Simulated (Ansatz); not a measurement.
# BAs: the cost of one run

Program: Ansatz 0.2.0. Level of theory: DFT r2SCAN, scalar-relativistic, plane waves, PAW. These are calculated values, not measurements.

1 further run of the same task is left out (set aside as unsound or not needed).

## Step 1: The starting structure

Symmetry: F-43m, No. 216, cubic system. The conventional cell has a = 4.784 Å, b = 4.784 Å, c = 4.784 Å, α = 90.00°, β = 90.00°, γ = 90.00°. B (site symmetry -43m) has 4 As at 2.07 Å as nearest neighbours. Around As (site symmetry -43m) lie 4 B at 2.07 Å.

As a file:

```
B As
1.0
     0.00000    2.39192    2.39192
     2.39192    0.00000    2.39192
     2.39192    2.39192    0.00000
B As
1 1
Direct
  0.00000 0.00000 0.00000
  0.25000 0.25000 0.25000
```

It is the result of an earlier relaxation at this level (volume 13.68 Å³/atom; gap on the mesh: 1.37 eV).

## Step 2: Bands, states and charges

input.yaml reads:

```yaml
crystal:
  lattice:
    - [0.0, 2.391917174, 2.391917174]
    - [2.391917174, 0.0, 2.391917174]
    - [2.391917174, 2.391917174, 0.0]
  atoms:
    - { symbol: B, position: [0.0, 0.0, 0.0] }
    - { symbol: As, position: [0.25, 0.25, 0.25] }
basis:
  ecutwfc: 500
kpoints:
  mp_grid: { grid: [10, 10, 10] }
  band_path:
    path:
      - [[0.0, 0.0, 0.0], [-0.5, -0.5, 0.0], [-0.375, -0.375, 0.25]]
      - [[-0.375, 0.0, 0.375], [0.0, 0.0, 0.0], [0.0, 0.0, 0.5], [-0.5, -0.25, 0.25], [-0.5, -0.5, 0.0]]
    npoints: 14
hamiltonian:
  xc: r2scan
scf:
  occupations: { method: gaussian, width: 0.02 }
  n_extra_bands: 6
output:
  forces: true
  stress: true
  eigenvalues: true
  populations: true
  dos: { projected: true, de: 0.02, nscf_kmesh: { grid: [15, 15, 15] } }
  bader: true
```

Command:

```console
> ansatz run input.yaml --threads 1 --pin off --max-ram 2560MiB --backend cpu --events-out ev --progress --plain --runs-dir out
```

What time and memory should one allow on 1 thread of Arm Neoverse V2, shared host?

About 33 s, with a peak of 0.37 GiB.
